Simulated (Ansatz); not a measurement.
# InP (F-43m) in Ansatz: further runs

Aim: see how the results for InP move with the level of theory and the settings. Levels: revPBE+D4, r2SCAN-EpsX. Tasks: single point, Wannier functions.

All numbers are computed with Ansatz 0.2.0; they aren't measurements. Logs are shortened: lines on timing, memory, paths and dates and some standing lists are left out, and cuts for length are marked.

**Experimental background.**

From a printed reference work, data compilation, for a bulk crystal of InP at 1.6 K: band gap 1.4236 eV (direct).

The results are compared with them further down.

## Step 1: The crystal as given

Symmetry: F-43m, No. 216, cubic system. The conventional cell has a = 5.861 Å, b = 5.861 Å, c = 5.861 Å, α = 90.00°, β = 90.00°, γ = 90.00°. Around In (site symmetry -43m) lie 4 P at 2.54 Å. P (site symmetry -43m) is surrounded by 4 In at 2.54 Å.

## Step 2: Single point, revPBE+D4, spin-orbit coupling, no magnetisation, 25.17 Å³/atom

input.yaml

```yaml
crystal:
  lattice:
    - [0.0, 2.9305, 2.9305]
    - [2.9305, 0.0, 2.9305]
    - [2.9305, 2.9305, 0.0]
  atoms:
    - { symbol: In, position: [0.0, 0.0, 0.0] }
    - { symbol: P, position: [0.75, 0.75, 0.75] }
hamiltonian:
  xc: revpbe
  pseudopotentials: { kind: paw_fr }
  dispersion: d4
magnetization:
  noncollinear: true
  spin_orbit: true
kpoints:
  mp_grid: { grid: [8, 8, 8] }
scf:
  occupations: { method: fermi_dirac, width: 0.05 }
output:
  forces: true
  stress: true
  eigenvalues: true
```

Potentials or basis: Ansatz PAW.

The run is started by

```
$ ansatz run input.yaml --threads 2 --pin off --max-ram 5120MiB --backend cpu --events-out ev --progress --plain --runs-dir out
```

The program printed:

```text
Warning: RAYON_NUM_THREADS=2 ignored (pool sized by the plan → 2); use --threads N
Engine: ansatz 0.2.0, aarch64-unknown-linux-gnu
Pseudopotentials: kind: paw_fr
Pseudopotential: In, paw_fr, valence charge 13, recommended cutoff 420 eV (normal), In.paw.azcp#standard-fr
Pseudopotential: P, paw_fr, valence charge 5, recommended cutoff 420 eV (normal), P.paw.azcp#standard-fr
Functional definition: revPBE
  parameter kappa = 1.245
  parameter beta = 0.06672455060314922
  exchange = pbe_x(kappa = kappa, mu = beta*pi^2/3)
  correlation = pbe_c(beta = beta)
non-collinear run that drives no moment, with spin-orbit: no starting moment large enough to seed its density (crystal.atoms[].spin), no starting occupations that ask for one, no magnetisation constraint and no magnetic field, so the semilocal B_xc is pinned to zero
Crystal: 2 atoms, lattice volume = 50.333 Å³
Basis set: ecut = 420 eV, 941 PW (Γ), exchange–correlation on 60×60×60 points (8 copies of the dense FFT grid, shifted against one another)
Bands: 26, of which v1, the nominal top of the filled ones, is band 18 counted from 1 (17 counted from 0)
Symmetry: 24 space group operations + 24 with time reversal
Magnetic group: BNS 216.75 (UNI 1577), of the structure as read, at distance tolerance 3.7e-5 Å
k-points: 29 of 512 (time reversal used)
Projection manifold: j_resolved (fully-relativistic pseudo-atomic orbitals)
Non-local potential: In, projectors of the file, l = 0: 2, l = 1: 4, l = 2: 4, l = 3: 4
Non-local potential: P, projectors of the file, l = 0: 2, l = 1: 4, l = 2: 4
PAW form: soft (Blöchl's): semilocal exchange-correlation on the pseudo side does not see the compensation charge
PAW frozen core: In, regenerated for the run's functional, and the local potential with it (the file was generated under x = pbe(κ = 0.804, μ = 0.2195149727645171), c = pbe(β = 0.06672455060314922))
PAW frozen core: P, regenerated for the run's functional, and the local potential with it (the file was generated under x = pbe(κ = 0.804, μ = 0.2195149727645171), c = pbe(β = 0.06672455060314922))
PAW one-centre angular grid: In, 590 points (default); XC on 64 Gauss nodes
PAW one-centre angular grid: P, 110 points (default); XC on 64 Gauss nodes
Initial density: superposition of atomic densities (chi_scale 0.1, normalization cell, long waves kept (reshape's long-wave potential 0.00 eV rms))
Initial wavefunctions: pseudopotential atomic-orbital guess
Functional: x = revpbe(κ = 1.245, μ = 0.2195149727645171), c = pbe(β = 0.06672455060314922)
SCF iter   1: F=—  HF=-6365.509774 eV  |F-HF|=—  |Δ(HF+E_count)|=         —  Δρ=3.57e-2  dr2=8.92e-1  dr2_m=0.00e0 (ungated)  ethr=3.10e-3  |M|=0.00e0 ∫|m|=0.00e0 μB  |m|>n=0.0e0 m-floor=0.0e0 τ_xc=0.0e0  β_m=0.30  ⟨swp⟩=9.6  Hψ=5008  notcnv=0  defer=2
preconditioner: auto → none  [insulator: Δε(μ)=1.030 eV  Ē_g=14.538 eV  σ=0.050 eV  W_gap=1.00  n_scr=14 (ndim 8)  ℏωp=22.2 eV  f_vac=0.000  D(μ)=0.00/eV (n_scr^D=0)  ε∞_Penn≈3.3]
SCF iter   2: F=—  HF=-6365.319168 eV  |F-HF|=—  |Δ(HF+E_count)|=   1.91e-1  Δρ=2.17e-2  dr2=2.05e-1  dr2_m=0.00e0 (ungated)  ethr=3.10e-3  |M|=0.00e0 ∫|m|=0.00e0 μB  |m|>n=0.0e0 m-floor=0.0e0 τ_xc=0.0e0  β_m=0.43  ⟨swp⟩=2.2  Hψ=1246  notcnv=0  defer=91
SCF iter   3: F=—  HF=-6365.301811 eV  |F-HF|=—  |Δ(HF+E_count)|=   1.74e-2  Δρ=7.86e-3  dr2=1.96e-2  dr2_m=0.00e0 (ungated)  ethr=1.14e-3  |M|=0.00e0 ∫|m|=0.00e0 μB  |m|>n=0.0e0 m-floor=0.0e0 τ_xc=0.0e0  β_m=0.56  ⟨swp⟩=2.5  Hψ=968  notcnv=0  defer=91
SCF iter   4: F=—  HF=-6365.305037 eV  |F-HF|=—  |Δ(HF+E_count)|=   3.23e-3  Δρ=7.10e-4  dr2=1.51e-4  dr2_m=0.00e0 (ungated)  ethr=1.09e-4  |M|=0.00e0 ∫|m|=0.00e0 μB  |m|>n=0.0e0 m-floor=0.0e0 τ_xc=0.0e0  β_m=0.58  ⟨swp⟩=2.3  Hψ=982  notcnv=0  defer=91
SCF iter   5: F=—  HF=-6365.305234 eV  |F-HF|=—  |Δ(HF+E_count)|=   1.98e-4  Δρ=2.35e-4  dr2=1.51e-5  dr2_m=0.00e0 (ungated)  ethr=8.41e-7  |M|=0.00e0 ∫|m|=0.00e0 μB  |m|>n=0.0e0 m-floor=0.0e0 τ_xc=0.0e0  β_m=0.77  ⟨swp⟩=2.9  Hψ=1250  notcnv=0  defer=91
SCF iter   6: F=—  HF=-6365.305266 eV  |F-HF|=—  |Δ(HF+E_count)|=   3.17e-5  Δρ=2.73e-5  dr2=7.44e-7  dr2_m=0.00e0 (ungated)  ethr=8.39e-8  |M|=0.00e0 ∫|m|=0.00e0 μB  |m|>n=0.0e0 m-floor=0.0e0 τ_xc=0.0e0  β_m=0.89  ⟨swp⟩=2.0  Hψ=1019  notcnv=0  defer=91
SCF iter   7: F=-6365.305266 eV  HF=-6365.305266 eV  |F-HF|=1.72e-8  |Δ(HF+E_count)|=   2.93e-7  Δρ=3.82e-6  dr2=8.24e-9  dr2_m=0.00e0 (ungated)  ethr=5.56e-10  |M|=0.00e0 ∫|m|=0.00e0 μB  |m|>n=0.0e0 m-floor=0.0e0 τ_xc=0.0e0  ⟨swp⟩=12.3  Hψ=4048  notcnv=0
SCF 1 converged in 7 iterations: F = -6365.305266 eV  dr2 = 8.24e-9
SCF converged after 7 iterations
Magnetization: |M| = 0.0000 μB,  M = (+0.0000, +0.0000, +0.0000) μB
Absolute magnetization: 0.0000 μB (∫|m|)
  site 0: m = (+0.0000, +0.0000, +0.0000) μB, |m| = 0.0000 μB  (R = 1.05 Å)
  site 1: m = (+0.0000, +0.0000, +0.0000) μB, |m| = 0.0000 μB  (R = 1.05 Å)
Free energy (F): -6365.305266 eV
Harris-Foulkes:  -6365.305266 eV  (|F-HF|=1.72e-8)
Internal energy: -6365.305264 eV  (E = F + TS)
E sigma→0 (E₀):  -6365.305265 eV
Entropy (-TS):   -0.000002 eV (-0.001 meV/atom)
Fermi energy:    7.514738 eV
--- Per-component energies (eV) ---
  E_band       = -50.672675
  E_kinetic    = 313.799536
  E_local      = -1397.747298  (includes V_loc(G=0)·N_el)
  E_nonlocal   = 400.926936
  E_hartree    = 552.154050
  E_xc         = -277.152079
  E_vxc        = -159.663354  (∫ρ·V_xc dr)
  E_paw        = -4735.527712  (= ΣΔE_a)
  E_vpaw       = -312.297809  (= ΣTr[D̂ρ^β])
  E_aug_tail   = 0.000030  (compensation charges beyond the density's cutoff)
  E_ewald      = -1220.708286
  E_disp       = -1.075121  (pairwise vdW)
  E_core_change = 0.024681  (= ΣΔE_core)
  E_smearing   = -0.000002  (= −TS)
  E_closure    = 0.000000  (closes the sum)
  Σ components = -6365.305266   (vs F -6365.305266, Δ=0.00e0)
--- Forces (eV/Å), atoms counted from 1 ---
  atom   1  In    -0.00000000     0.00000000     0.00000000
  atom   2  P      0.00000000     0.00000000     0.00000000
  max |Σ_I F_I| component: 3.70e-17 eV/Å
--- Stress (GPa, compression-positive) ---
        0.662830      -0.000000      -0.000000
        0.000000       0.662830       0.000000
       -0.000000       0.000000       0.662830
  P = ⅓ Tr σ = 0.6628 GPa (6.628 kbar)
--- Band table (eV; the first three rows and the last of 29) ---
  k-point 0: bands = ["-7.5709", "-7.5709", "-7.5709", "-7.5709", "-6.7898", "-6.7898", "-6.6867", "-6.6867", "-6.6867", "-6.6867", "-4.4247", "-4.4247", "7.0013", "7.0013", "7.0984", "7.0984", "7.0984", "7.0984", "7.8858", "7.8858", "10.8871", "10.8871", "11.3409", "11.3409", "11.3409", "11.3409"]
  k-point 1: bands = ["-7.5733", "-7.5733", "-7.5727", "-7.5655", "-6.7919", "-6.7919", "-6.6945", "-6.6945", "-6.6851", "-6.6762", "-4.2461", "-4.2461", "5.5587", "5.5587", "6.8434", "6.8434", "6.9137", "6.9249", "8.7975", "8.7975", "11.1719", "11.1719", "11.5116", "11.5116", "11.6096", "11.6123"]
  k-point 2: bands = ["-7.5805", "-7.5805", "-7.5701", "-7.5601", "-6.7950", "-6.7950", "-6.7108", "-6.7108", "-6.6717", "-6.6592", "-3.7481", "-3.7481", "3.6610", "3.6610", "6.4639", "6.4639", "6.5520", "6.5660", "8.9399", "8.9399", "11.7500", "11.7500", "12.0098", "12.0164", "12.4807", "12.4807"]
  k-point 28: bands = ["-7.6581", "-7.5861", "-7.5297", "-7.5166", "-6.8958", "-6.7286", "-6.7097", "-6.6849", "-6.6545", "-6.6520", "-1.9792", "-1.9766", "1.5021", "1.5137", "4.0578", "4.1406", "4.1949", "4.2485", "11.4251", "11.4294", "11.4689", "11.4961", "12.5697", "12.8060", "13.3426", "13.3838"]
```

Run time: 3.6 s. Hardware: 2 threads of Arm Neoverse V2, shared host; peak memory 0.46 GiB.

What came out:

- Free energy: -6365.3053 eV
- Pressure: 0.7 GPa
- Band gap on the k mesh: 0.79 eV, direct

Caveat: the PAW data sets come from PBE, with cores solved anew for the run's functional, which leaves a small shift of forces and pressure.

## Step 3: Wannier functions, revPBE+D4, spin-orbit coupling, no magnetisation

run.py

```python
import json

import ase.io
import numpy as np

import ansatz as az

atoms = ase.io.read("POSCAR", format="vasp")

calculation = (
    az.Crystal.from_ase(atoms)
    .calculation()
    .kpoints(8, 8, 8)
    .functional("revpbe", dispersion="d4")
    .pseudopotentials(kind="paw_fr")
    .spin("noncollinear", soc=True)
    .scf(extra_bands=14)
    .occupations(method="fermi_dirac", width=0.05)
    .wannier(mesh=(6, 6, 6), projections=(az.TrialShell(site=1, l="p"),), minimise=True,
        disentanglement_window=(-2.4, 19.1), disentanglement_frozen_window=(-0.9, 7.4), write_xyz=True)
    .band_table(publish=True)
)
outcome = calculation.run(threads=2, events_out="events.jsonl")

report = outcome.report
for line in open("events.jsonl"):
    event = json.loads(line)
    if event["event"] == "scf_iter":
        d = event["data"]
        print(f"SCF {d['iter']:3d}  HF = {d['harris_foulkes_ev']:.6f} eV  dr2 = {d['dr2_ev']:.2e} eV")
    elif event["event"] in ("relax_step", "md_step"):
        d = event["data"]
        print(f"{event['event']} {d['step']:3d}  E = {d['lagrangian_ev']:.6f} eV")
np.set_printoptions(precision=5, suppress=True, linewidth=110)
print("converged:", report["converged"], "after", report["n_iterations"], "iterations")
print(f"free energy {report['free_energy_ev']:.6f} eV, Fermi level {report['fermi_energy_ev']:.4f} eV")
for key in ("band_edges_ev", "magnetization_mub", "site_moments_mub", "site_moments_nc_mub", "forces_ev_ang",
                "stress_gpa"):
    if report.get(key) is not None:
        print(key, np.array(report[key]), sep="\n")
```

POSCAR

```
InP
1.0
    0.0000000000      2.9305000000      2.9305000000
    2.9305000000      0.0000000000      2.9305000000
    2.9305000000      2.9305000000      0.0000000000
In P
1 1
Direct
    0.0000000000      0.0000000000      0.0000000000
    0.7500000000      0.7500000000      0.7500000000
```

Potentials or basis: Ansatz PAW.

The run is started by

```
$ python run.py
```

The program printed:

```text
DeckWarning: basis.ecutwfc = 420 eV, auto-derived from the records' recommended cutoffs: set by In (normal level)
PlacementWarning: RAYON_NUM_THREADS=2 ignored (pool sized by the plan → 2); use plan(threads=…)
RunWarning: eigensolver did not converge (k=9): 2 band(s) unlocked after 20 sweeps at ethr=1.00e-12 eV (lowest unlocked band 30, counted from 0; max residual 8.00e-5 eV among the unlocked bands, 8.00e-5 eV over every band); it also stands for any lines of this kind, at other spin channels or k-points, that are folded behind it: those get no warning and are in no list of notices (the docstring of `ansatz.RunWarning` has the rule; [...]
SCF   1  HF = -6365.509240 eV  dr2 = 8.86e-01 eV
SCF   2  HF = -6365.319874 eV  dr2 = 2.08e-01 eV
SCF   3  HF = -6365.301831 eV  dr2 = 1.89e-02 eV
SCF   4  HF = -6365.305045 eV  dr2 = 1.70e-04 eV
SCF   5  HF = -6365.305231 eV  dr2 = 1.47e-05 eV
SCF   6  HF = -6365.305265 eV  dr2 = 3.24e-07 eV
SCF   7  HF = -6365.305265 eV  dr2 = 8.53e-09 eV
converged: True after 7 iterations
free energy -6365.305265 eV, Fermi level 7.5147 eV
magnetization_mub
0.0
site_moments_nc_mub
[[0. 0. 0.]
 [0. 0. 0.]]
```

wannier.spreads.toml:

```text
omega_i_ang2 = 18.552228957072934
omega_d_ang2 = 0.05103324139399497
omega_od_ang2 = 0.8866042692908361
omega_total_ang2 = 19.489866467757764
least_projectability = 0.6208333015753321
b_vectors_match_mmn = true
n_iter = 34
converged = true
rejected_fitted_steps = 1
dis_converged = true
dis_n_iter = 3
dis_n_moved = 0

[[wannier]]
r = [4.23882063716654, 4.552679365725461, 4.0919732430479625]
spread = 3.2483110598234433

[[wannier]]
r = [4.238820644075281, 4.552679358205929, 4.091973239468274]
spread = 3.2483110613082005

[[wannier]]
r = [4.699526809774967, 4.552679243724288, 4.5526792775492995]
spread = 3.2483110851366064

[[wannier]]
r = [4.699526809642597, 4.5526792422793685, 4.552679280080592]
spread = 3.248311085350011

[[wannier]]
r = [4.2388207604703405, 4.091973185107325, 4.552679261421383]
spread = 3.2483110875760914

[[wannier]]
r = [4.238820762850165, 4.091973183090817, 4.552679256048518]
spread = 3.2483110885637814

[[curvature_check]]
after_line_search = 10
omega_tilde_before_ang2 = 1.8596392711498861
krylov_steps = 41
lowest_ritz_value_ang2 = -1.0371746621996105
residual_ang2 = 1.1061526698053678e-9
settled = true
first_negative_step = 2
curvature_along_ang2 = -1.037171553777442
angle_rad = 0.8875358304807706
omega_tilde_after_ang2 = 1.3448646032067921
outcome = "escaped"

[[curvature_check]]
after_line_search = 34
omega_tilde_before_ang2 = 0.9376375106848311
krylov_steps = 25
lowest_ritz_value_ang2 = 0.45132474910499426
residual_ang2 = 4.167366092246526e-9
settled = true
outcome = "no-negative-curvature"
```

wannier.win:

```text
! ansatz wannier90 interface
! projections by site (counted from 0) and shell: 1 3P
! states of the run's bands (counted from 1): 1-38
num_bands = 38
num_wann  = 6
num_iter  = 2000
dis_win_min = -2.4
dis_win_max = 19.1
dis_froz_min = -0.9
dis_froz_max = 7.4
dis_num_iter = 10000
guiding_centres = true
spinors = true
write_xyz = true

begin unit_cell_cart
Ang
                      0.0                   2.9305                   2.9305
                   2.9305                      0.0                   2.9305
                   2.9305                   2.9305                      0.0
end unit_cell_cart

begin atoms_frac
In                       0.0                      0.0                      0.0
P                       0.75                     0.75                     0.75
end atoms_frac

mp_grid = 6 6 6

begin kpoints
                      0.0                      0.0                      0.0
                      0.0                      0.0      0.16666666666666666
                      0.0                      0.0       0.3333333333333333
                      0.0                      0.0                      0.5
                      0.0                      0.0       0.6666666666666666
                      0.0                      0.0       0.8333333333333334
[... 208 lines left out ...]
       0.8333333333333334       0.8333333333333334       0.6666666666666666
       0.8333333333333334       0.8333333333333334       0.8333333333333334
end kpoints

fermi_energy = 7.513380601420734

begin projections
f=0.75,0.75,0.75: p
end projections
```

Wall time 13 s (2 threads of Arm Neoverse V2, shared host); peak memory 0.75 GiB.

What came out:

```yaml
Free_energy: -6365.3053 eV
Band_gap_on_the_k_mesh: 0.79 eV, direct
Total_Wannier_spread: 19.49 Å² over 6 functions
```

Wannier centres (Å) and spreads (Å²):
```csv
function,x,y,z,spread
1,4.239,4.553,4.092,3.248
2,4.239,4.553,4.092,3.248
3,4.699,4.553,4.553,3.248
4,4.699,4.553,4.553,3.248
5,4.239,4.092,4.553,3.248
6,4.239,4.092,4.553,3.248
```

Caveat: the potentials were made for another functional, which shifts forces and pressure; some levels weren't fully converged.

(Part 1 of 2 ends here.)
